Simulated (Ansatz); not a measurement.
**Calculated N-14 nuclear quadrupole resonance for Hf₃N₄**

Cell: a COD entry, ions relaxed with PBE at fixed cell.

```cif
data_Hf3N4
_symmetry_space_group_name_H-M 'I-43d'
_symmetry_Int_Tables_number 220
_cell_length_a 6.7010
_cell_length_b 6.7010
_cell_length_c 6.7010
_cell_angle_alpha 90.000
_cell_angle_beta 90.000
_cell_angle_gamma 90.000
loop_
_atom_site_label
_atom_site_type_symbol
_atom_site_symmetry_multiplicity
_atom_site_Wyckoff_symbol
_atom_site_fract_x
_atom_site_fract_y
_atom_site_fract_z
Hf Hf 12 a 0.3750 0.0000 0.2500
N N 16 c 0.0678 0.0678 0.0678
```

One atom of each set is listed; the run and its k-mesh use a cell of 14 atoms with edges of 5.80, 5.80, 5.80 Å.

Method: Kohn–Sham DFT in Ansatz, PBE, plane waves and PAW, scalar-relativistic, 420 eV cutoff, Γ-centred 6×6×6 k-points, Fermi–Dirac smearing 0.02 eV.

N-14: I = 1, Q = 20.44 mb (year-2017 value). Static lattice, zero field.

**Question.** The simulated lines lie at 0.290 MHz. What are |C_Q|, η and |V_zz| at N?

**Answer.** For I = 1 the lines are ν± = (3/4)|C_Q|(1 ± η/3) and ν₀ = |C_Q|η/2. Here |C_Q| = 0.387 MHz, η = 0.00 and |V_zz| = 0.78 × 10²¹ V/m². The calculation gives V_zz positive; the lines don't show the sign. The site has 6 Hf at 2.21–2.44 Å.

An axis of threefold or higher order runs through N, so V_zz lies along it and η is zero.

Without spin–orbit coupling the gradients at and beside Hf can be off by some per cent, at some sites by more.

The relaxation (4 steps) took 43 s of wall time (2.7 min of CPU time) and 0.93 GiB at its peak, on 4 threads of Arm Neoverse V1 (aarch64; 8 cores open to the job, memory cap 8.0 GiB, no GPU), a shared host with a load of 0.6 a core.
